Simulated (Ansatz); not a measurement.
Ansatz (a quantum-chemistry and plane-wave program) input:

Ansatz 0.2 input:
```yaml
crystal:
  lattice:
    - [3.0676245024, 0.0, 0.0]
    - [-1.5338122512, 2.6566407483, 0.0]
    - [0.0, 0.0, 17.6761882077]
  atoms:
    - { symbol: Ti, position: [0.6666666667, 0.3333333333, 0.3648070212] }
    - { symbol: Ti, position: [0.3333333333, 0.6666666667, 0.6351929788] }
    - { symbol: Ti, position: [0.3333333333, 0.6666666667, 0.8648070212] }
    - { symbol: Ti, position: [0.6666666667, 0.3333333333, 0.1351929788] }
    - { symbol: Ti, position: [0.0, 0.0, 0.5] }
    - { symbol: Ti, position: [0.0, 0.0, 0.0] }
    - { symbol: Si, position: [0.0, 0.0, 0.75] }
    - { symbol: Si, position: [0.0, 0.0, 0.25] }
    - { symbol: C, position: [0.3333333333, 0.6666666667, 0.4274907514] }
    - { symbol: C, position: [0.6666666667, 0.3333333333, 0.5725092486] }
    - { symbol: C, position: [0.6666666667, 0.3333333333, 0.9274907514] }
    - { symbol: C, position: [0.3333333333, 0.6666666667, 0.0725092486] }
kpoints:
  mp_grid: { grid: [15, 15, 3] }
hamiltonian:
  xc: r2scan
  pseudopotentials: { azcp: { folder: ./paw }, kind: paw }
scf:
  occupations: { method: gaussian, width: 0.05 }
checkpoint: { read: metal.run }
output: { write_density: true, elf: true, volumetric_format: npy }
basis: { fft_grid_basis: typed }
```

Output (shortened):

```
Pseudopotential: Ti, paw, valence charge 12
Pseudopotential: Si, paw, valence charge 4
Pseudopotential: C, paw, valence charge 4
Functional definition: r2SCAN
Crystal: 12 atoms, lattice volume = 144.053 Å³
Basis set: ecut = 500 eV, 3713 PW (Γ), exchange–correlation on 96×96×540 points (64 copies of the dense FFT grid, shifted against one another)
Bands: 72, of which v1, the nominal top of the filled ones, is band 48 counted from 1 (47 counted from 0)
Symmetry: 24 space group operations
Space group: P63/mmc (ITA 194), of the structure as read, at distance tolerance 5.2e-5 Å
k-points: 54 of 675
Stability of the state it starts from, as read at its close in the unpolarized treatment …
iter 1 solved again at ethr=2.99e-7 eV; its pass at ethr=3.10e-3 eV (dr2=2.87e-4 eV) is discarded
SCF iter   1: F=—  HF=-17322.256632 eV  |F-HF|=—  |Δ(HF+E_count)|=         —  Δρ=1.37e-6  dr2=5.32e-9  dr2_τ=1.17e-10  ethr=2.99e-7  ⟨swp⟩=3.0  Hψ=23710  notcnv=0
preconditioner: auto → Kerker (q_TF=auto, 2.550 Å⁻¹)
SCF iter   2: F=—  HF=-17322.256565 eV  |F-HF|=—  |Δ(HF+E_count)|=   6.70e-5  Δρ=1.37e-6  dr2=4.10e-9  dr2_τ=3.23e-10  ethr=5.54e-12  ⟨swp⟩=6.9  Hψ=13182  notcnv=0
SCF iter   3: F=-17322.256565 eV  HF=-17322.256565 eV  |F-HF|=7.09e-10  |Δ(HF+E_count)|=  4.55e-10  Δρ=6.02e-7  dr2=8.07e-10  dr2_τ=2.48e-11  ethr=4.27e-12  ⟨swp⟩=1.0  Hψ=8238  notcnv=0
SCF 1 converged in 3 iterations: F = -17322.256565 eV  dr2 = 8.07e-10
SCF converged after 3 iterations
Free energy (F): -17322.256565 eV
Harris-Foulkes:  -17322.256565 eV  (|F-HF|=7.09e-10)
Internal energy: -17322.251658 eV  (E = F + TS)
E sigma→0 (E₀):  -17322.254112 eV
Entropy (-TS):   -0.004907 eV (-0.409 meV/atom)
Fermi energy:    13.746089 eV
--- Per-component energies (eV) ---
  E_band       = -860.849503
  E_kinetic    = 2115.661776
  E_local      = -7174.049493  (includes V_loc(G=0)·N_el)
  E_nonlocal   = 490.682122
  E_hartree    = 3031.737425
  E_xc         = -972.515331
  E_vxc        = -1333.154092  (∫ρ·V_xc dr)
  E_paw        = -7742.047600  (= ΣΔE_a)
  E_vpaw       = -1102.835221  (= ΣTr[D̂ρ^β])
  E_aug_tail   = -0.000109  (compensation charges beyond the density's cutoff)
  E_vtau       = 79.368603  (kinetic-family band-sum trace: ∫τ·v_τ [+ j·A + Jᵃ·Aᵃ] dr)
  E_ewald      = -7069.947748
  E_core_change = -1.772700  (= ΣΔE_core)
  E_smearing   = -0.004907  (= −TS)
  E_closure    = 0.000000  (closes the sum)
  Σ components = -17322.256565   (vs F -17322.256565, Δ=0.00e0)
  [band-id]    e_kinetic+e_local+e_nonlocal+2·e_hartree+e_vxc+e_vpaw+e_augmentation_tail+e_vtau = -860.851564   (vs E_band -860.849503, Δ=-2.06e-3)
--- Band table (eV; the first three rows and the last of 54) ---
  k-point 0: bands = ["-45.4733", "-45.4731", "-45.4327", "-45.4323", "-45.3983", "-45.3981", "-20.9496", "-20.9440", "-20.7308", "-20.7193", "-20.4944", "-20.4910", "-20.4910", "-20.4908", "-20.4908", "-20.4885", "-20.4698", "-20.4698", "-20.4694", …
  k-point 1: bands = ["-45.4733", "-45.4732", "-45.4326", "-45.4324", "-45.3983", "-45.3982", "-20.9482", "-20.9454", "-20.7279", "-20.7222", "-20.4929", "-20.4909", "-20.4909", "-20.4908", "-20.4908", "-20.4899", "-20.4697", "-20.4697", "-20.4695", …
  k-point 2: bands = ["-45.4705", "-45.4703", "-45.4306", "-45.4302", "-45.3969", "-45.3968", "-20.9432", "-20.9378", "-20.7309", "-20.7198", "-20.5119", "-20.5097", "-20.5033", "-20.5008", "-20.4974", "-20.4971", "-20.4735", "-20.4735", "-20.4730", …
  k-point 53: bands = ["-45.3847", "-45.3847", "-45.3778", "-45.3778", "-45.3775", "-45.3775", "-20.8237", "-20.8237", "-20.8227", "-20.8227", "-20.8137", "-20.8133", "-20.7170", "-20.7170", "-20.7154", "-20.7154", "-20.7132", "-20.7125", "-20.5758", …
```

Cost: around 14 core-seconds (rough) on shared cores.

Space group P6_3/mmc. The cell was relaxed with r²SCAN under the symmetry of its start; of distortions, only those at the zone centre were tested. No spin polarisation was allowed.

Potentials: the earlier of the program's two PAW sets.

Ansatz is a plane-wave DFT program.
